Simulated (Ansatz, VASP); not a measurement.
# CaGe2Pd2: VASP beside Ansatz, part 2 of 2

Aim: how closely do two programs agree when they are given the same cell, functional and k mesh? The structure shown comes from an earlier Ansatz run, which isn't shown and may have moved the atoms alone.

VASP 6.6.1 and Ansatz 0.2.0.

So far: Starting point; Ansatz: elastic constants, LDA.

### Step 3. VASP: elastic constants, LDA

Level of this step: LDA; plane waves and PAW (Ca_sv, Ge_d, Pd) (VASP).

The same cell, functional (in two slightly different forms), mesh and smearing now go to VASP, with its own data sets.

Lines of VASP's logs that name or quote its potential files are left out, and so is its time.

INCAR reads:

```
SYSTEM = CaGe2Pd2
PREC = Accurate
ENCUT = 500
EDIFF = 1E-08
NELM = 120
ISMEAR = 1
SIGMA = 0.25
LREAL = .FALSE.
ALGO = Normal
GGA = PW92
NBANDS = 35
LASPH = .TRUE.
LORBIT = 11
LWAVE = .FALSE.
LCHARG = .FALSE.
ISIF = 3
IBRION = 6
NFREE = 2
POTIM = 0.015
NSW = 1
GGA_COMPAT = .FALSE.
KPAR = 2
```

POSCAR reads:

```
CaGe2Pd2
1.0
   -2.1078886947      2.1078886947      5.0117292253
    2.1078886947     -2.1078886947      5.0117292253
    2.1078886947      2.1078886947     -5.0117292253
Ca Ge Pd
1 2 2
Direct
    0.0000000000      0.0000000000      0.0000000000
    0.3769129205      0.3769129205      0.0000000000
    0.6230870795      0.6230870795      0.0000000000
    0.7500000000      0.2500000000      0.5000000000
    0.2500000000      0.7500000000      0.5000000000
```

KPOINTS reads:

```
Automatic mesh
0
Gamma
6 6 6
0 0 0
```

The projector-augmented-wave data sets are Ca_sv, Ge_d and Pd (LDA family, release 64).

The run is started by

```bash
$ mpirun -np 2 vasp_std
```

Numbers of over 12 decimals in the logs are rounded to 6 here.

Output:

```text
[banner, memory and clock lines left out]
running    2 mpi-ranks, on    1 nodes
 distrk:  each k-point on    1 cores,    2 groups
 distr:  one band on    1 cores,    1 groups

 POSCAR found type information on POSCAR CaGePd
 POSCAR found :  3 types and       5 ions
|                                                                             |
|               ----> ADVICE to this user running VASP <----                  |
|                                                                             |
|     You enforced a specific xc type in the INCAR file but a different       |
|     [... a line on the potential file left out ...]
|     I HOPE YOU KNOW WHAT YOU ARE DOING!                                     |
|                                                                             |

 LDA part: xc-table for (Slater(with rela. corr.)+PW92), standard interpolation
 POSCAR, INCAR and KPOINTS ok, starting setup
 FFT: planning ... GRIDC
 FFT: planning ... GRID_SOFT
 FFT: planning ... GRID
 WAVECAR not read
 entering main loop
       N       E                     dE             d eps       ncg     rms          rms(c)
DAV:   1     0.585060376697E+03    0.58506E+03   -0.27602E+04  2556   0.360E+03
DAV:   2     0.589855400576E+02   -0.52607E+03   -0.51373E+03  2108   0.847E+02
DAV:   3    -0.249200501377E+02   -0.83906E+02   -0.82209E+02  2226   0.198E+02
DAV:   4    -0.302320485118E+02   -0.53120E+01   -0.52674E+01  3061   0.558E+01
DAV:   5    -0.304168739516E+02   -0.18483E+00   -0.18463E+00  3224   0.912E+00    0.123E+01
DAV:   6    -0.297595312322E+02    0.65734E+00   -0.81916E+00  2553   0.159E+01    0.637E+00
DAV:   7    -0.294559863376E+02    0.30354E+00   -0.15738E+00  2500   0.886E+00    0.369E+00
DAV:   8    -0.294099965472E+02    0.45990E-01   -0.19563E-01  2642   0.289E+00    0.673E-01
DAV:   9    -0.294004335855E+02    0.95630E-02   -0.46176E-02  3066   0.169E+00    0.207E-01
DAV:  10    -0.294002660248E+02    0.16756E-03   -0.31389E-03  2759   0.394E-01    0.103E-01
DAV:  11    -0.294002367768E+02    0.29248E-04   -0.39379E-04  2770   0.115E-01    0.272E-02
DAV:  12    -0.294002396257E+02   -0.28489E-05   -0.35696E-05  2679   0.359E-02    0.121E-02
DAV:  13    -0.294002398149E+02   -0.18922E-06   -0.58488E-06  3196   0.139E-02    0.279E-03
DAV:  14    -0.294002398037E+02    0.11192E-07   -0.29126E-07  2770   0.297E-03    0.102E-03
DAV:  15    -0.294002398007E+02    0.30623E-08   -0.26018E-08  2271   0.151E-03
   1 F= -.29400240E+02 E0= -.29399906E+02  d E =-.100003E-02
[... from here on, the cycles between the ionic steps are left out ...]
   2 F= -.29390980E+02 E0= -.29390715E+02  d E =-.794993E-03
  18 F= -.29399296E+02 E0= -.29398964E+02  d E =-.997252E-03
  19 F= -.29399296E+02 E0= -.29398964E+02  d E =-.997187E-03
  20 F= -.29399520E+02 E0= -.29398974E+02  d E =-.163718E-02
  21 F= -.29398396E+02 E0= -.29398280E+02  d E =-.347206E-03
  22 F= -.29399318E+02 E0= -.29398971E+02  d E =-.104072E-02
  23 F= -.29399318E+02 E0= -.29398971E+02  d E =-.104067E-02
  24 F= -.29399575E+02 E0= -.29399254E+02  d E =-.962722E-03
 Finite differences progress:
  Degree of freedom:  12/ 12
  Displacement:        1/  2
  Total:              23/ 24
 bond charge predicted
       N       E                     dE             d eps       ncg     rms          rms(c)
DAV:   1    -0.293947659877E+02    0.48091E-02   -0.42159E+00  3942   0.718E+00    0.161E-01
DAV:   2    -0.293999467288E+02   -0.51807E-02   -0.57118E-02  4432   0.159E+00    0.136E-01
DAV:   3    -0.293998582398E+02    0.88489E-04   -0.21403E-03  4597   0.306E-01    0.106E-01
DAV:   4    -0.293995885939E+02    0.26965E-03   -0.91046E-04  3840   0.176E-01    0.351E-02
DAV:   5    -0.293995895665E+02   -0.97264E-06   -0.18135E-04  4587   0.153E-01    0.257E-02
DAV:   6    -0.293995780672E+02    0.11499E-04   -0.26283E-05  4540   0.515E-02    0.138E-02
DAV:   7    -0.293995752263E+02    0.28409E-05   -0.94141E-06  3683   0.202E-02    0.487E-03
DAV:   8    -0.293995750887E+02    0.13761E-06   -0.16362E-06  3764   0.126E-02    0.883E-04
DAV:   9    -0.293995750841E+02    0.45957E-08   -0.14828E-07  3909   0.293E-03    0.332E-04
DAV:  10    -0.293995750842E+02   -0.10641E-09   -0.72943E-09  1976   0.871E-04
  25 F= -.29399575E+02 E0= -.29399254E+02  d E =-.962733E-03
 Finite differences progress:
  Degree of freedom:  12/ 12
  Displacement:        2/  2
  Total:              24/ 24
```

Parts of OUTCAR (step 3):

```text
ion  position               nearest neighbor table
   1  0.000  0.000  0.000-   4 3.27   5 3.27   4 3.27   5 3.27   4 3.27   5 3.27   4 3.27   5 3.27

  LATTYP: Found a body centered tetragonal cell.
 ALAT       =     4.2157773894
 C/A-ratio  =     2.3776061980

 Subroutine GETGRP returns: Found 16 space group operations
 (whereof 16 operations were pure point group operations)

The static configuration has the point symmetry D_4h.

 Found     30 irreducible k-points:

   k-points           NKPTS =     30   k-points in BZ     NKDIM =     30   number of bands    NBANDS=     35

   dimension x,y,z NGX =    48 NGY =   48 NGZ =   48
   dimension x,y,z NGXF=    96 NGYF=   96 NGZF=   96

   ENCUT  =  500.0 eV  36.75 Ry    6.06 a.u.  10.63 10.63 10.63*2*pi/ulx,y,z

   NELECT =      58.0000    total number of electrons

 k-points in reciprocal lattice and weights: Automatic mesh
   0.00000000  0.00000000  0.00000000       0.005
   0.16666667  0.00000000  0.00000000       0.037
   0.33333333 -0.00000000  0.00000000       0.037
   0.50000000  0.00000000  0.00000000       0.019
   0.16666667  0.16666667  0.00000000       0.037
   0.33333333  0.16666667  0.00000000       0.074
   0.50000000  0.16666667  0.00000000       0.074
  -0.33333333  0.16666667 -0.00000000       0.074
  -0.16666667  0.16666667  0.00000000       0.019
[...]
-0.33333333 -0.33333333  0.33333333       0.009
   0.50000000  0.50000000  0.50000000       0.005

 average (electrostatic) potential at core
       1 -41.9817       2 -72.6074       3 -72.6107       4 -74.0288       5 -74.0288

 E-fermi :   7.2966

 k-point     1 :       0.0000    0.0000    0.0000
  band No.  band energies     occupation
    ...
     25       4.8988      2.00000
     26       5.2261      2.00000
     27       5.8336      2.00000
     28       6.5893      2.00047
     29       6.5931      2.00051
     30       8.2523     -0.00000
     31       9.1981     -0.00000
     32       9.2092     -0.00000
     33      10.5405     -0.00000
     34      10.9740     -0.00000
    ...

 k-point     2 :       0.1667    0.0000    0.0000
  band No.  band energies     occupation
    ...
     25       4.7244      2.00000
     26       5.1609      2.00000
     27       5.3829      2.00000
     28       5.7474      2.00000
     29       7.3032      0.95525
     30       7.6432     -0.06451
     31       8.8957     -0.00000
     32       9.5929     -0.00000
     33      11.2884     -0.00000
     34      11.6406     -0.00000
    ...

 k-point     3 :       0.3333   -0.0000    0.0000
  band No.  band energies     occupation
    ...
     24       4.2657      2.00000
     25       4.3840      2.00000
     26       4.4136      2.00000
     27       4.6873      2.00000
     28       5.7736      2.00000
     29       7.6834     -0.05100
     30       7.8166     -0.01223
     31       9.2487     -0.00000
     32      10.3796     -0.00000
     33      10.8536     -0.00000
    ...

 Eigenvectors and eigenvalues of the dynamical matrix
 ----------------------------------------------------

   1 f  =    7.389291 THz    46.428286 2PiTHz  246.480224 cm-1    30.559639 meV
             X         Y         Z           dx          dy          dz
      0.000000  0.000000  0.000000     0.000000    0.000000   -0.000000
      0.000000  0.000000  3.777971     0.000000    0.000000    0.707107
      0.000000  0.000000  6.245487    -0.000000   -0.000000   -0.707107
     -0.000000  2.107889  2.505865     0.000000   -0.000000   -0.000000
      2.107889 -0.000000  2.505865    -0.000000    0.000000    0.000000

   2 f  =    6.656648 THz    41.824951 2PiTHz  222.041865 cm-1    27.529670 meV
             X         Y         Z           dx          dy          dz
      0.000000  0.000000  0.000000     0.000000    0.000000    0.000000
      0.000000  0.000000  3.777971     0.515189   -0.182010    0.000000
      0.000000  0.000000  6.245487    -0.515189    0.182010   -0.000000
     -0.000000  2.107889  2.505865     0.423201    0.149512   -0.000000
      2.107889 -0.000000  2.505865    -0.423201   -0.149512   -0.000000

   3 f  =    6.656648 THz    41.824951 2PiTHz  222.041865 cm-1    27.529670 meV
             X         Y         Z           dx          dy          dz
      0.000000  0.000000  0.000000     0.000000    0.000000   -0.000000
      0.000000  0.000000  3.777971     0.182010    0.515189   -0.000000
      0.000000  0.000000  6.245487    -0.182010   -0.515189    0.000000
     -0.000000  2.107889  2.505865     0.149512   -0.423201    0.000000
      2.107889 -0.000000  2.505865    -0.149512    0.423201    0.000000

   4 f  =    6.613323 THz    41.552736 2PiTHz  220.596719 cm-1    27.350495 meV
             X         Y         Z           dx          dy          dz
      0.000000  0.000000  0.000000     0.245766    0.015989   -0.000000
      0.000000  0.000000  3.777971    -0.562317   -0.036583    0.000000
      0.000000  0.000000  6.245487    -0.562317   -0.036583   -0.000000
     -0.000000  2.107889  2.505865     0.389219    0.025322   -0.000000
      2.107889 -0.000000  2.505865     0.389219    0.025322   -0.000000

   5 f  =    6.613323 THz    41.552736 2PiTHz  220.596719 cm-1    27.350495 meV
             X         Y         Z           dx          dy          dz
      0.000000  0.000000  0.000000    -0.015989    0.245766   -0.000000
      0.000000  0.000000  3.777971     0.036583   -0.562317   -0.000000
      0.000000  0.000000  6.245487     0.036583   -0.562317    0.000000
     -0.000000  2.107889  2.505865    -0.025322    0.389219    0.000000
      2.107889 -0.000000  2.505865    -0.025322    0.389219    0.000000

   6 f  =    5.996384 THz    37.676391 2PiTHz  200.017838 cm-1    24.799040 meV
             X         Y         Z           dx          dy          dz
      0.000000  0.000000  0.000000    -0.000000    0.000000    0.054319
      0.000000  0.000000  3.777971     0.000000    0.000000    0.536129
      0.000000  0.000000  6.245487    -0.000000   -0.000000    0.536129
     -0.000000  2.107889  2.505865     0.000000   -0.000000   -0.459446
      2.107889 -0.000000  2.505865    -0.000000    0.000000   -0.459446

   7 f  =    4.917403 THz    30.896954 2PiTHz  164.026905 cm-1    20.336735 meV
             X         Y         Z           dx          dy          dz
      0.000000  0.000000  0.000000    -0.000000   -0.000000   -0.946800
      0.000000  0.000000  3.777971     0.000000   -0.000000    0.173825
      0.000000  0.000000  6.245487    -0.000000    0.000000    0.173825
     -0.000000  2.107889  2.505865     0.000000   -0.000000    0.146868
      2.107889 -0.000000  2.505865     0.000000    0.000000    0.146868

   8 f  =    4.446073 THz    27.935502 2PiTHz  148.305039 cm-1    18.387473 meV
             X         Y         Z           dx          dy          dz
      0.000000  0.000000  0.000000     0.874316    0.272516    0.000000
      0.000000  0.000000  3.777971     0.003410    0.001063   -0.000000
      0.000000  0.000000  6.245487     0.003410    0.001063    0.000000
     -0.000000  2.107889  2.505865    -0.271109   -0.084502    0.000000
      2.107889 -0.000000  2.505865    -0.271109   -0.084502    0.000000

   9 f  =    4.446073 THz    27.935502 2PiTHz  148.305039 cm-1    18.387473 meV
             X         Y         Z           dx          dy          dz
      0.000000  0.000000  0.000000    -0.272516    0.874316    0.000000
      0.000000  0.000000  3.777971    -0.001063    0.003410   -0.000000
      0.000000  0.000000  6.245487    -0.001063    0.003410    0.000000
     -0.000000  2.107889  2.505865     0.084502   -0.271109    0.000000
      2.107889 -0.000000  2.505865     0.084502   -0.271109    0.000000

  10 f  =    3.301379 THz    20.743174 2PiTHz  110.122141 cm-1    13.653399 meV
             X         Y         Z           dx          dy          dz
      0.000000  0.000000  0.000000    -0.000000    0.000000   -0.000000
      0.000000  0.000000  3.777971    -0.000000   -0.000000   -0.000000
      0.000000  0.000000  6.245487     0.000000    0.000000   -0.000000
     -0.000000  2.107889  2.505865     0.000000   -0.000000    0.707107
      2.107889 -0.000000  2.505865    -0.000000    0.000000   -0.707107

  11 f  =    2.362535 THz    14.844242 2PiTHz   78.805669 cm-1     9.770653 meV
             X         Y         Z           dx          dy          dz
      0.000000  0.000000  0.000000    -0.000000   -0.000000   -0.000000
      0.000000  0.000000  3.777971     0.374168   -0.247893   -0.000000
      0.000000  0.000000  6.245487    -0.374168    0.247893   -0.000000
     -0.000000  2.107889  2.505865    -0.455498   -0.301775   -0.000000
      2.107889 -0.000000  2.505865     0.455498    0.301775   -0.000000

  12 f  =    2.362535 THz    14.844242 2PiTHz   78.805669 cm-1     9.770653 meV
             X         Y         Z           dx          dy          dz
      0.000000  0.000000  0.000000     0.000000   -0.000000   -0.000000
      0.000000  0.000000  3.777971    -0.247893   -0.374168   -0.000000
      0.000000  0.000000  6.245487     0.247893    0.374168   -0.000000
     -0.000000  2.107889  2.505865     0.301775   -0.455498   -0.000000
      2.107889 -0.000000  2.505865    -0.301775    0.455498   -0.000000

  13 f/i=    0.000550 THz     0.003457 2PiTHz    0.018354 cm-1     0.002276 meV
             X         Y         Z           dx          dy          dz
      0.000000  0.000000  0.000000    -0.000000   -0.000000    0.317207
      0.000000  0.000000  3.777971    -0.000000   -0.000000    0.427026
      0.000000  0.000000  6.245487    -0.000000   -0.000000    0.427026
     -0.000000  2.107889  2.505865    -0.000000   -0.000000    0.517049
      2.107889 -0.000000  2.505865    -0.000000   -0.000000    0.517049

  14 f/i=    0.001025 THz     0.006442 2PiTHz    0.034198 cm-1     0.004240 meV
             X         Y         Z           dx          dy          dz
      0.000000  0.000000  0.000000    -0.309792    0.068404   -0.000000
      0.000000  0.000000  3.777971    -0.417093    0.092096   -0.000000
      0.000000  0.000000  6.245487    -0.417093    0.092096   -0.000000
     -0.000000  2.107889  2.505865    -0.504781    0.111458   -0.000000
      2.107889 -0.000000  2.505865    -0.504781    0.111458   -0.000000

  15 f/i=    0.001025 THz     0.006442 2PiTHz    0.034198 cm-1     0.004240 meV
             X         Y         Z           dx          dy          dz
      0.000000  0.000000  0.000000     0.068404    0.309792    0.000000
      0.000000  0.000000  3.777971     0.092096    0.417093    0.000000
      0.000000  0.000000  6.245487     0.092096    0.417093    0.000000
     -0.000000  2.107889  2.505865     0.111458    0.504781    0.000000
      2.107889 -0.000000  2.505865     0.111458    0.504781    0.000000

 ELASTIC MODULI CONTR FROM IONIC RELAXATION (kBar)
 Direction    XX          YY          ZZ          XY          YZ          ZX
 --------------------------------------------------------------------------------
 XX        -536.7703    -34.2264     55.1961      0.0000     -0.0000     -0.0000
 YY         -34.2264   -536.7703     55.1961      0.0000     -0.0000      0.0000
 ZZ          55.1961     55.1961    -10.6712      0.0000      0.0000     -0.0000
 XY           0.0000      0.0000      0.0000      0.0000      0.0000      0.0000
 YZ          -0.0000     -0.0000      0.0000      0.0000   -283.6026     -0.0000
 ZX          -0.0000      0.0000     -0.0000      0.0000     -0.0000   -283.6025
 --------------------------------------------------------------------------------

 TOTAL ELASTIC MODULI (kBar)
 Direction    XX          YY          ZZ          XY          YZ          ZX
 --------------------------------------------------------------------------------
 XX        1545.6804    686.5776    970.3330     -0.0000     -0.0000     -0.0000
 YY         686.5776   1545.6804    970.3330     -0.0000     -0.0000      0.0000
 ZZ         970.3330    970.3330   1715.6055      0.0000      0.0000     -0.0000
 XY          -0.0000     -0.0000      0.0000    102.8482      0.0000      0.0000
 YZ          -0.0000     -0.0000      0.0000      0.0000    373.8659     -0.0000
 ZX          -0.0000      0.0000     -0.0000      0.0000     -0.0000    373.8660
 --------------------------------------------------------------------------------

 total charge
# of ion       s       p       d       tot
------------------------------------------
    1        2.035   5.846   0.265   8.146
    2        1.139   1.265  10.078  12.482
    3        1.139   1.265  10.078  12.482
    4        0.516   0.580   8.597   9.693
    5        0.516   0.580   8.597   9.693
--------------------------------------------------
tot          5.345   9.535  37.617  52.497

[... 3 further parts left out ...]
```

CONTCAR:

```
CaGe2Pd2
   1.00000000000000
    -2.1078886947000002    2.1078886947000002    5.0117292252999999
     2.1078886947000002   -2.1078886947000002    5.0117292252999999
     2.1078886947000002    2.1078886947000002   -5.0117292252999999
  Ca              Ge              Pd
     1     2     2
Direct
     0.0000000000000000    0.0000000000000000    0.0000000000000000
     0.3769129204999970    0.3769129204999970    0.0000000000000000
     0.6230870795000030    0.6230870795000030    0.0000000000000000
     0.7485035105324248    0.2485035105324248    0.4999999999999999
     0.2500000000000000    0.7500000000000000    0.5000000000000000
```

The last energy, forces, stress and levels in OUTCAR belong to the last displaced cell, not to the cell of POSCAR. The k-mesh is coarse for a metal.

Levels, forces or a CONTCAR printed for this step are those of its last displaced cell, not of the structure at rest.

### Step 4. Differences

Known differences besides the potentials themselves: the data sets hold 74 valence electrons in Ansatz (on its default PAW (the set named soft_2) files) and 58 in VASP; the cutoff is 420 eV in Ansatz and 500 eV in VASP; VASP's log shows a relativistic correction to its local exchange, Ansatz's none; VASP takes each elastic constant from one size of strain, Ansatz from those that its log lists. Total energies have different zeros and are not compared.

The two programs side by side:

```
 quantity  Ansatz   VASP  difference
C11 (GPa)   153.5  154.6     -0.70 %
C22 (GPa)   153.5  154.6     -0.70 %
C33 (GPa)   169.2  171.6     -1.35 %
C12 (GPa)    68.1   68.7     -0.75 %
C13 (GPa)    95.3   97.0     -1.83 %
C23 (GPa)    95.3   97.0     -1.83 %
C44 (GPa)    36.7   37.4     -1.73 %
C55 (GPa)    36.7   37.4     -1.73 %
C66 (GPa)     9.4   10.3     -8.48 %
```

### Step 5. What came out

```
difference in C66 (elastic constants, LDA) : -8.5 %
```

**Reading.** The difference in C66 is -8.5 % (elastic constants, LDA), beyond the 5 % picked in this series as the mark of a large difference. The data sets hold unlike numbers of valence electrons (74 in Ansatz and 58 in VASP), so part of the differences comes from the potentials. Such differences can come from data sets, numerical settings and the points named under the comparisons, not from the functional's error against experiment.

[Lines on the potential files, build, host, timing and source positions are cut from VASP's logs without a mark.]

[Logs are printed without paths, hosts, clocks, repeated set-up lines and the standing remarks that a program may print on its own settings, such as how far it seeks lower states.]

[Hosts, paths, dates, database ids (printed as entryN), source tags and the programs' standing remarks are cut or masked in the printed files.]
